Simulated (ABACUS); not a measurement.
LiF (Griceite):

```
CELL_PARAMETERS angstrom
-2.01400 0.00000 2.01400
0.00000 2.01400 2.01400
-2.01400 2.01400 0.00000
ATOMIC_POSITIONS crystal
F 0.50000 0.50000 0.50000
Li 0.00000 0.00000 0.00000
```

Base run:

```yaml
Program: ABACUS 3.10.1
Functional: B86bPBE
Potentials_or_basis: SPMS ONCV 1.0 PBE
Cutoff: 1143 eV
Density_cutoff: 4572 eV
Basis: plane waves
k_mesh: 9 × 9 × 9
Occupations: fermi-dirac, width 0.05 eV
Spin: no spin polarisation
```

Its results: band gap on the k mesh 9.17 eV, direct; pressure 2.5 GPa.

**Question.** The run is repeated on the same cell with these changes: functional from B86bPBE to HCTH407; potentials or basis from SPMS ONCV 1.0 PBE to GBRV ultrasoft 1.5 PBE; cutoff from 1143 eV to 544 eV; density cutoff from 4572 eV to 4354 eV. What comes out?

**Answer.** Band gap on the k mesh 9.91 eV, direct; pressure 7.4 GPa.

Caveats: the potentials were made for another functional, which shifts forces and pressure; an odd mesh through Γ misses points on the zone boundary, where band edges often lie.

Not every run made on this cell is shown here.
